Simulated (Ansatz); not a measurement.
P under changes of volume

One of the cells (20.458 Å³/atom); the others are scaled copies at fixed shape and fractional positions:

```
P
1.0
     1.64774   -5.46504    0.00000
     1.64774    5.46504    0.00000
     0.00000    0.00000    4.54364
P
4
Cartesian
  1.6477 -4.4173 2.6754
  1.6477 4.4173 1.8683
  1.6477 -1.0477 0.4035
  1.6477 1.0477 4.1401
```

```yaml
Program: Ansatz 0.2.0
Functional: PBE
Potentials_or_basis: JTH PAW
Cutoff: "840 eV (not typed: the program's choice for these potentials)"
k_mesh: 8 × 8 × 6
Occupations: fermi-dirac, width 0.05 eV
Spin: no spin polarisation
```

| volume (Å³/atom) | energy over the lowest point (meV/atom) | pressure (GPa) | gap on the mesh (eV) | largest force (eV/Å) |
| --- | --- | --- | --- | --- |
| 19.230 | 37.99 | 7.4 | 0.02 | 0.898 |
| 19.639 | 21.60 | 5.4 | 0.04 | 0.690 |
| 20.049 | 10.12 | 3.6 | 0.07 | 0.498 |
| 20.458 | 3.07 | 2.0 | 0.10 | 0.324 |
| 20.867 | 0.00 | 0.5 | 0.14 | 0.176 |
| 21.276 | ? | ? | ? | ? |
| 21.685 | 4.26 | -2.1 | 0.22 | 0.200 |

Task: What does the run at 21.276 Å³/atom give?

Result: Energy over the lowest point 0.51 meV/atom; pressure -0.9 GPa; gap on the mesh 0.18 eV; largest force 0.114 eV/Å.

Worked out: A Birch-Murnaghan fit of order 3 (a polynomial in V^(-2/3)) to the other rows has its minimum at 21.01 Å³/atom with B0 = V·E''(V) = 69 GPa and B' = 4.3 at fixed shape and positions, which overstates the stiffness. It gives 0.52 meV/atom at 21.276 Å³/atom, against the run's 0.51, and -dE/dV = -0.9 GPa, against -0.9.

Energies are extrapolated to zero smearing.

A mesh can miss the band edges.
